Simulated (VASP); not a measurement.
# Ni (Fm-3m) in VASP: further runs

Runs on Ni. Level: PBE. Tasks: relaxation of cell and atoms.

All numbers are computed with VASP 6.6.1; they aren't measurements. Logs are shortened: lines on timing, memory, paths and dates and some standing lists are left out, and cuts for length are marked.

## (1) Starting point

The structure is cubic, space group Fm-3m (No. 225). Conventional cell: a = 3.524 Å, b = 3.524 Å, c = 3.524 Å, α = 90.00°, β = 90.00°, γ = 90.00°. Ni (site symmetry m-3m) has 12 Ni at 2.49 Å as nearest neighbours.

## (2) Relaxation of cell and atoms, PBE

The input, INCAR:

```
ALGO = Normal
EDIFF = 1E-7
EDIFFG = -0.002
ENCUT = 520
GGA = PE
IBRION = 2
ISIF = 3
ISMEAR = 0
LASPH = True
LCHARG = False
LREAL = False
LWAVE = False
NELM = 60
NSW = 80
PREC = Accurate
SIGMA = 0.1
```

The input, KPOINTS:

```
k-points
0
Gamma
  20 20 20
```

The input, POSCAR:

```
Ni
1.0
    0.0000000000      1.7619350000      1.7619350000
    1.7619350000      0.0000000000      1.7619350000
    1.7619350000      1.7619350000      0.0000000000
Ni
1
Direct
    0.0000000000      0.0000000000      0.0000000000
```

Potentials or basis: VASP PAW PBE potentials, release 64 (Ni).

Launch:

```sh
> cat potpaw_PBE.64/Ni/POTCAR > POTCAR
> mpirun -np 1 vasp_std > vasp.out
```

OUTCAR:

```text
EDIFF = 1E-7
   EDIFFG = -0.002
   ENCUT = 520
   GGA = PE
   IBRION = 2
   ISIF = 3
   ISMEAR = 0
   LASPH = True
   LREAL = False
   NELM = 60
   NSW = 80
   PREC = Accurate

 ion  position               nearest neighbor table
   1  0.000  0.000  0.000-

  LATTYP: Found a face centered cubic cell.
 ALAT       =     3.5238700000

  Lattice vectors:

 A1 = (   0.0000000000,   1.7619350000,   1.7619350000)
 A2 = (   1.7619350000,   0.0000000000,   1.7619350000)
 A3 = (   1.7619350000,   1.7619350000,   0.0000000000)

Analysis of symmetry for initial positions (statically):
=====================================================================
 Subroutine PRICEL returns:
 Original cell was already a primitive cell.

 Routine SETGRP: Setting up the symmetry group for a
 face centered cubic supercell.

 Subroutine GETGRP returns: Found 48 space group operations
 (whereof 48 operations were pure point group operations)
 out of a pool of 48 trial point group operations.

The static configuration has the point symmetry O_h .

Analysis of symmetry for dynamics (positions and initial velocities):
=====================================================================
 Subroutine PRICEL returns:
 Original cell was already a primitive cell.

 Routine SETGRP: Setting up the symmetry group for a
 face centered cubic supercell.

 Subroutine GETGRP returns: Found 48 space group operations
 (whereof 48 operations were pure point group operations)
 out of a pool of 48 trial point group operations.

The dynamic configuration has the point symmetry O_h .

 Subroutine INISYM returns: Found 48 space group operations
 (whereof 48 operations are pure point group operations),
 and found     1 'primitive' translations

----------------------------------------------------------------------------------------

                                     Primitive cell

  volume of cell :      10.9396

  direct lattice vectors                    reciprocal lattice vectors
     0.000000000  1.761935000  1.761935000    -0.283778914  0.283778914  0.283778914
     1.761935000  0.000000000  1.761935000     0.283778914 -0.283778914  0.283778914
     1.761935000  1.761935000  0.000000000     0.283778914  0.283778914 -0.283778914

  length of vectors
     2.491752373  2.491752373  2.491752373     0.491519496  0.491519496  0.491519496

  position of ions in fractional coordinates (direct lattice)
     0.000000000  0.000000000  0.000000000

  ion indices of the primitive-cell ions
   primitive index   ion index
                 1           1

----------------------------------------------------------------------------------------

 KPOINTS: k-points

Automatic generation of k-mesh.
 Grid dimensions read from file:
 generate k-points for:   20   20   20

 Generating k-lattice:

  Cartesian coordinates                     Fractional coordinates (reciprocal lattice)
    -0.014188946  0.014188946  0.014188946     0.050000000  0.000000000  0.000000000
     0.014188946 -0.014188946  0.014188946     0.000000000  0.050000000  0.000000000
     0.014188946  0.014188946 -0.014188946     0.000000000  0.000000000  0.050000000

  Length of vectors
     0.024575975  0.024575975  0.024575975

  Shift w.r.t. Gamma in fractional coordinates (k-lattice)
     0.000000000  0.000000000  0.000000000

 Subroutine IBZKPT returns following result:
 ===========================================

 Found    256 irreducible k-points:

 Following reciprocal coordinates:
            Coordinates               Weight
  0.000000  0.000000  0.000000      1.000000
  0.050000  0.000000  0.000000      8.000000
  0.100000  0.000000  0.000000      8.000000
  0.150000  0.000000  0.000000      8.000000
  0.200000  0.000000  0.000000      8.000000
  0.250000  0.000000  0.000000      8.000000
[... 16 lines left out ...]
 -0.400000  0.050000  0.000000     24.000000
 -0.350000  0.050000  0.000000     24.000000
 [... further k-points ...]
   k-points           NKPTS =    256   k-points in BZ     NKDIM =    256   number of bands    NBANDS=      9
   number of dos      NEDOS =    301   number of ions     NIONS =      1
   total plane-waves  NPLWV =   8000
   dimension x,y,z NGX =    20 NGY =   20 NGZ =   20
   dimension x,y,z NGXF=    40 NGYF=   40 NGZF=   40
   ions per type =               1
   NGX,Y,Z   is equivalent  to a cutoff of  13.34, 13.34, 13.34 a.u.
   NGXF,Y,Z  is equivalent  to a cutoff of  26.69, 26.69, 26.69 a.u.
 SYSTEM =  unknown system
   PREC   = accura    normal or accurate (medium, high low for compatibility)
   ISTART =      0    job   : 0-new  1-cont  2-samecut
   ICHARG =      2    charge: 1-file 2-atom 10-const
   ISPIN  =      1    spin polarized calculation?
   LNONCOLLINEAR =      F non collinear calculations
   LSORBIT =      F    spin-orbit coupling
   LASPH  =      T    aspherical Exc in radial PAW
   ENCUT  =  520.0 eV  38.22 Ry    6.18 a.u.   4.63  4.63  4.63*2*pi/ulx,y,z
   NELM   =     60;   NELMIN=  2; NELMDL= -5     # of ELM steps
   EDIFF  = 0.1E-06   stopping-criterion for ELM
   LREAL  =      F    real-space projection
   EDIFFG = -.2E-02   stopping-criterion for IOM
   NSW    =     80    number of steps for IOM
   IBRION =      2    ionic relax: 0-MD 1-quasi-New 2-CG
   NFREE  =      1    steps in history (QN), initial steepest desc. (CG)
   ISIF   =      3    stress and relaxation
   ISYM   =      2    0-nonsym 1-usesym 2-fastsym
   POTIM  = 0.5000    time-step for ionic-motion
   TEBEG  =    0.0;   TEEND  =   0.0 temperature during run
   PSTRESS=    0.0 pullay stress
   NELECT =      10.0000    total number of electrons
   NUPDOWN=      -1.0000    fix difference up-down
   EMIN   =  10.00;   EMAX   =-10.00  energy-range for DOS
   EFERMI =   0.00;   METHOD = LEGACY
   ISMEAR =     0;   SIGMA  =   0.10  broadening in eV -4-tet -1-fermi 0-gaus
   EFERMI_NEDOS =   21; number of points for ismear=-14 and -15
   IALGO  =     38    algorithm
   IMIX   =      4    mixing-type and parameters
     AMIX     =   0.40;   BMIX     =  1.00
     AMIX_MAG =   1.60;   BMIX_MAG =  1.00
  volume/ion in A,a.u.               =      10.94        73.82
  Fermi-wavevector in a.u.,A,eV,Ry     =   1.588821  3.002436 34.345893  2.524352
  Thomas-Fermi vector in A             =   2.687765
   LORBIT       =      0    0 simple, 1 ext, 2 COOP (PROOUT), +10 PAW based schemes
   GGA     = PE    functional components
   LHFCALC =     F    Hartree Fock is set to
   AEXX    =    0.0000 exact exchange contribution
   IVDW    =     0    specifies the selected vdW correction
   LEPSILON=     F    determine dielectric tensor
   LRPA    =     F    only Hartree local field effects (RPA)
 conjugate gradient relaxation of ions
 non-spin polarized calculation
 Gauss-broadening in eV      SIGMA  =   0.10
  energy-cutoff  :      520.00
  volume of cell :       10.94
 maximum number of plane-waves:       306
   NGX =  9   NGY =  9   NGZ =  9

--------------------------------------- Ionic step        1  -------------------------------------------

 number of electron      10.0000010 magnetization

 Free energy of the ion-electron system (eV)
  ---------------------------------------------------
  ext. energy  EPLUGINS =         0.00000000
  ---------------------------------------------------
  free energy    TOTEN  =        -5.42277243 eV

  energy without entropy =       -5.40352001  energy(sigma->0) =       -5.41314622

------------------------ aborting loop because EDIFF is reached ----------------------------------------

  FORCE on cell =-STRESS in cart. coord.  units (eV):
  Direction    XX          YY          ZZ          XY          YZ          ZX
  --------------------------------------------------------------------------------------
  -------------------------------------------------------------------------------------
  Total       -0.1403242     -0.1403242     -0.1403242     -0.0000000     -0.0000000     -0.0000000
  in kB      -20.5515027    -20.5515027    -20.5515027     -0.0000000     -0.0000000     -0.0000000
  external PRESSURE =     -20.5515027 kB  Pullay stress =       0.0000000 kB

 VOLUME and BASIS-vectors are now :
 -----------------------------------------------------------------------------
  energy-cutoff  :      520.00
  volume of cell :       10.94
      direct lattice vectors                 reciprocal lattice vectors
     0.000000000  1.761935000  1.761935000    -0.283778914  0.283778914  0.283778914
     1.761935000  0.000000000  1.761935000     0.283778914 -0.283778914  0.283778914
     1.761935000  1.761935000  0.000000000     0.283778914  0.283778914 -0.283778914
[... 36 lines left out ...]
 POSITION                                       TOTAL-FORCE (eV/Angst)
 -----------------------------------------------------------------------------------
      0.00000      0.00000      0.00000         0.000000      0.000000      0.000000
 -----------------------------------------------------------------------------------
    total drift:                                0.000000      0.000000      0.000000

  FREE ENERGIE OF THE ION-ELECTRON SYSTEM (eV)
  ---------------------------------------------------
  free  energy   TOTEN  =        -5.4229191533 eV

  energy  without entropy=       -5.4041353707  energy(sigma->0) =       -5.41352726

--------------------------------------- Ionic step        3  -------------------------------------------

 number of electron      10.0000008 magnetization

 Free energy of the ion-electron system (eV)
  ---------------------------------------------------
  ext. energy  EPLUGINS =         0.00000000
  ---------------------------------------------------
  free energy    TOTEN  =        -5.42354610 eV

  energy without entropy =       -5.40454347  energy(sigma->0) =       -5.41404478

 E-fermi :   9.2549     XC(G=0): -13.2855

 val. band max:        9.2512159152   @ k =  -0.4000   0.3500   0.1000
 cond. band min:       9.2578632634   @ k =  -0.4500   0.3000   0.0000
 fundamental gap:      0.0066473482
 Fermi energy:         9.2548591749

 k-point     1 :       0.0000    0.0000    0.0000
  band No.  band energies     occupation
      1       0.3872      2.00000
      2       7.4002      2.00000
      3       7.4002      2.00000
      4       7.4002      2.00000
      5       8.5062      2.00000
      6       8.5062      2.00000
      7      33.1395      0.00000
      8      37.1152      0.00000
      9      37.1152      0.00000

 k-point     2 :       0.0500    0.0000    0.0000
  band No.  band energies     occupation
      1       0.4856      2.00000
      2       7.3728      2.00000
      3       7.4229      2.00000
      4       7.4229      2.00000
      5       8.4962      2.00000
      6       8.4962      2.00000
      7      32.8654      0.00000
      8      35.7502      0.00000
      9      36.8804      0.00000
[... 253 lines left out ...]
 k-point    24 :      -0.3500    0.0500    0.0000
  band No.  band energies     occupation
      1       4.3644      2.00000
      2       7.4245      2.00000
      3       7.4639      2.00000
      4       7.4849      2.00000
      5       8.9085      2.00000
      6       9.2400      1.16665
      7      18.7628      0.00000
      8      31.1809      0.00000
      9      33.5785      0.00000

 [... further k-points ...]
[... 5 lines left out ...]
  --------------------------------------------------------------------------------------
  -------------------------------------------------------------------------------------
  Total        0.0016640      0.0016640      0.0016640      0.0000000      0.0000000      0.0000000
  in kB        0.2463548      0.2463548      0.2463548      0.0000000      0.0000000      0.0000000
  external PRESSURE =       0.2463548 kB  Pullay stress =       0.0000000 kB

 VOLUME and BASIS-vectors are now :
 -----------------------------------------------------------------------------
  energy-cutoff  :      520.00
  volume of cell :       10.82
      direct lattice vectors                 reciprocal lattice vectors
    -0.000000000  1.755586322  1.755586322    -0.284805135  0.284805135  0.284805135
     1.755586322  0.000000000  1.755586322     0.284805135 -0.284805135  0.284805135
     1.755586322  1.755586322 -0.000000000     0.284805135  0.284805135 -0.284805135

 POSITION                                       TOTAL-FORCE (eV/Angst)
 -----------------------------------------------------------------------------------
      0.00000      0.00000      0.00000         0.000000      0.000000      0.000000
 -----------------------------------------------------------------------------------
    total drift:                                0.000000     -0.000000      0.000000

  FREE ENERGIE OF THE ION-ELECTRON SYSTEM (eV)
  ---------------------------------------------------
  free  energy   TOTEN  =        -5.4235460965 eV

  energy  without entropy=       -5.4045434725  energy(sigma->0) =       -5.41404478

 reached required accuracy - stopping structural energy minimisation
```

Wall time 46 s (1 thread of Intel Xeon Platinum 8259CL at 2.50GHz (Skylake/Cascade Lake), shared host); peak memory 0.15 GiB.

What came out:

```yaml
Free_energy: -5.4235 eV
Relaxed_volume: 10.82 Å³/atom
Relaxed_cell: a = 2.483 Å, b = 2.483 Å, c = 2.483 Å, α = 60.00°, β = 60.00°, γ = 60.00°
Space_group_after_relaxing_to_0.05_Å: Fm-3m (No. 225)
Energy_gained_by_relaxing: 0.8 meV/atom
Ionic_steps: 3
Pressure_after_relaxing: 0.0 GPa
Band_gap_on_the_k_mesh: none (metal or under the smearing width)
```

Step by step:
```tsv
step	energy change (eV)	largest force (eV/Å)	pressure (GPa)	volume (Å³)
1	0.0000	0.0000	-2.06	10.94
2	-0.0001	0.0000	1.98	10.72
3	-0.0008	0.0000	0.02	10.82
```

Final structure:
```xyz
1
Lattice="0.0000 1.7556 1.7556 1.7556 0.0000 1.7556 1.7556 1.7556 0.0000" Properties=species:S:1:pos:R:3 pbc="T T T"
Ni    0.0000    0.0000    0.0000
```

Caveat: the run has no spin polarisation, though such a crystal can be magnetic. Spin polarisation is off, so any magnetic state and its effect on volume and gap are missing.

## (3) Relaxation of cell and atoms, PBE

This run uses another cell than the first one, of 10.82 Å³/atom, 0.989 times its volume.

INCAR is that of step 2.

KPOINTS is that of step 2.

The input, POSCAR:

```
Ni                                      
1.0
   -0.0000000000      1.7555863218      1.7555863218
    1.7555863218      0.0000000000      1.7555863218
    1.7555863218      1.7555863218     -0.0000000000
  Ni            
     1
Direct
     0.0000000000000000    0.0000000000000000    0.0000000000000000
```

Potentials or basis: VASP PAW PBE potentials, release 64 (Ni).

Launch:

```sh
> cat potpaw_PBE.64/Ni/POTCAR > POTCAR
> mpirun -np 1 vasp_std > vasp.out
```

It took 42 s on 1 thread of Intel Xeon Platinum 8259CL at 2.50GHz (Skylake/Cascade Lake), shared host; peak memory 0.14 GiB.

The run converged. Its results:

```
Free energy                            : -5.4235 eV
Relaxed volume                         : 10.82 Å³/atom
Relaxed cell                           : a = 2.483 Å, b = 2.483 Å, c = 2.483 Å, α = 60.00°, β = 60.00°, γ = 60.00°
Space group after relaxing (to 0.05 Å) : Fm-3m (No. 225)
Energy gained by relaxing              : 0.0 meV/atom
Ionic steps                            : 3
Pressure after relaxing                : 0.0 GPa
Band gap on the k mesh                 : none (metal or under the smearing width)
```

Final structure:
```yaml
crystal:
  lattice:
    - [0.00000, 1.75571, 1.75571]
    - [1.75571, 0.00000, 1.75571]
    - [1.75571, 1.75571, 0.00000]
  atoms:
    - { symbol: Ni, position: [0.00000, 0.00000, 0.00000] }
```

Levels at points of the mesh, in eV from the Fermi level:
```
           k point  band 2  band 3  band 4  band 5  band 6  band 7  band 8  band 9
(0.00, 0.00, 0.00)   -1.85   -1.85   -1.85   -0.75   -0.75   23.88   27.86   27.86
(0.50, 0.00, 0.00)   -1.90   -1.90   -0.14   -0.01   -0.01    6.12   22.38   25.01
(0.50, 0.50, 0.00)   -3.70   -0.02    0.18    0.18    2.63    9.59   15.08   15.08
```

Caveat: the run has no spin polarisation, though such a crystal can be magnetic. Spin polarisation is off, so any magnetic state and its effect on volume and gap are missing.
